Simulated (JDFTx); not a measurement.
# ZrC in JDFTx: convergence with k mesh

Input of the first run (k mesh 2 × 2 × 2); the others differ in this setting and in those tied to it:

File ZrC.in:

```
lattice \
    0.0000000000     4.4692022847     4.4692022847 \
    4.4692022847     0.0000000000     4.4692022847 \
    4.4692022847     4.4692022847     0.0000000000
coords-type Lattice
ion Zr     0.5000000000     0.5000000000     0.5000000000 1
ion C      0.0000000000     0.0000000000     0.0000000000 1

ion-species pseudo/Zr.upf
ion-species pseudo/C.upf
elec-cutoff 41 328
elec-ex-corr gga-PBEsol
kpoint-folding 2 2 2
elec-smearing Fermi 0.0018374661
elec-n-bands 14
electronic-SCF nIterations 100 energyDiffThreshold 1e-09
electronic-minimize nIterations 30 energyDiffThreshold 1e-7
converge-empty-states yes
forces-output-coords Cartesian

dump-name run.$VAR
dump End Ecomponents EigStats BandEigs Kpoints Forces Stress
```

Potentials or basis: PseudoDojo-SR-PBEsol-0.4-stringent with smoothed tails.

The run is started by

```console
$ jdftx -c 1 -i ZrC.in -o ZrC.out
```

Hardware: 1 thread of Arm Neoverse V2 (shared host).

```csv
k mesh,"energy less the tightest run, at zero smearing (meV/atom)",pressure (GPa),SCF cycles,CPU time (s),peak memory (GiB)
2 × 2 × 2,580.67,-0.67,10,7,0.08
3 × 3 × 3,97.31,-7.72,10,7.6,0.08
4 × 4 × 4,20.66,-9.11,10,12,0.09
5 × 5 × 5,20.21,-8.38,11,15,0.09
6 × 6 × 6,4.86,-8.21,10,23,0.09
8 × 8 × 8,0.92,-8.31,10,39,0.1
10 × 10 × 10,0.67,-8.30,10,61,0.11
12 × 12 × 12,0.00,-8.26,10,92,0.14
```

Against the tightest run, the energy stays within 1 meV/atom from 8 × 8 × 8 on; the pressure stays within 0.1 GPa from 6 × 6 × 6 on. Meshes of other sizes hit other points, so gaps and Fermi surfaces needn't settle smoothly. The tightest run that finished is the yardstick and may itself not be fully converged.
